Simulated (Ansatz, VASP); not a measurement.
## Two plane-wave programs on HfN

```
Hf N
1.0
     0.00000    2.45482    2.45482
     2.45482    0.00000    2.45482
     2.45482    2.45482    0.00000
Hf N
1 1
Direct
  0.00000 0.00000 0.00000
  0.25000 0.25000 0.25000
```

The cell comes from a database or a generator and needn't be the stable form of this composition.

Alike in both runs: task single point; functional PBE; k mesh 9 × 9 × 9; occupations gaussian, width 0.05 eV; no spin polarisation.

|  | VASP | Ansatz |
| --- | --- | --- |
| version | VASP 6.6.1 | Ansatz 0.2.0 |
| potentials or method | VASP PAW PBE potentials, release 64 (Hf_pv, N) | Ansatz PAW |
| plane-wave cutoff (eV) | 520 | 420 |
| valence electrons in the cell | 15 | 31 |

|  | VASP | Ansatz | Ansatz less VASP |
| --- | --- | --- | --- |
| gap on the k mesh at the Fermi level (eV) | none | none | - |
| pressure (GPa) | -0.3 | 0.7 | +1.02 |

A gap of «none» marks a metal or a gap that the smearing closes. The functional is the same, so the differences come from potentials, cutoffs and numerics. The two sets of potentials don't hold the same shells in valence.

Caveats: the pressure holds a Pulay correction of +0.4 GPa for the finite cutoff (Ansatz). Spin-orbit coupling is left out, which matters for the levels of Hf.
